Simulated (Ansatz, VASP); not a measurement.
AlN: VASP beside Ansatz

```xyz
2
Lattice="0.0000 2.1840 2.1840 2.1840 0.0000 2.1840 2.1840 2.1840 0.0000" Properties=species:S:1:pos:R:3 pbc="T T T"
Al    0.0000    0.0000    0.0000
N     3.2760    3.2760    3.2760
```

Alike in both runs: functional PBEsol; k mesh 10 × 10 × 10; occupations gaussian, width 0.05 eV; no spin polarisation.

```csv
,VASP,Ansatz
version,VASP 6.6.1,Ansatz 0.2.0
potentials or method,"VASP PAW PBE potentials, release 64 (Al, N), cutoff 520 eV","all-electron LAPW, scalar-relativistic"
task,single point,density of states
```

```tsv
	VASP	Ansatz	Ansatz less VASP
gap on the k mesh at the Fermi level (eV)	3.19	3.19	+0.004
least direct gap on the mesh (eV)	4.13	4.13	-0.007
pressure (GPa)	1.3	1.2	-0.13
```

Ansatz ran all-electron here, so the differences hold the error of VASP's frozen core and of both bases.

Caveats: the PAW data sets were made with another functional, which shifts forces and pressure a little (VASP); the density of states is complete only up to the lowest level of the last band computed (Ansatz). A k mesh can miss the band edges.
